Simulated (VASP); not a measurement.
## InP: single point with PBE

The system is InP.

```
In P
1.0
     0.00000    2.76883    2.76883
     2.76883    0.00000    2.76883
     2.76883    2.76883    0.00000
In P
1 1
Cartesian
  0.0000 0.0000 0.0000
  2.7688 2.7688 2.7688
```

Measurements of this composition are mostly on another form, of space group No. 216.

* Program: VASP 6.6.1
* Task: single point
* Functional: PBE
* Potentials or basis: VASP PAW PBE potentials, release 64 (In_d_GW, P_GW)
* Cutoff: 450 eV
* k mesh: 4 × 4 × 4
* Occupations: gaussian, width 0.02 eV
* Spin: no spin polarisation

| Quantity | Value |
| --- | --- |
| Pressure | -0.1 GPa |
| Band gap on the k mesh | none (metal or under the smearing width) |

Levels at points of the mesh, in eV from the Fermi level:
| k point | band 5 | band 6 | band 7 | band 8 | band 9 | band 10 | band 11 | band 12 | band 13 | band 14 |
| --- | --- | --- | --- | --- | --- | --- | --- | --- | --- | --- |
| (0.00, 0.00, 0.00) | -14.64 | -12.20 | -0.44 | -0.44 | -0.44 | 0.31 | 6.84 | 6.84 | 6.84 | 8.17 |
| (0.50, 0.00, 0.00) | -14.56 | -10.08 | -6.90 | 0.00 | 0.00 | 2.26 | 3.12 | 3.12 | 4.94 | 10.92 |
| (0.50, 0.50, 0.00) | -14.53 | -8.99 | -5.17 | -2.81 | -2.53 | -2.53 | 3.59 | 9.63 | 9.63 | 10.00 |

It took 15 s on 1 thread of AMD EPYC 9R45 96-Core Processor (Zen 5) (shared host), peak memory 0.13 GiB.

Caveat: the k mesh is coarse (spacing up to 0.49 Å⁻¹), so the values aren't converged.
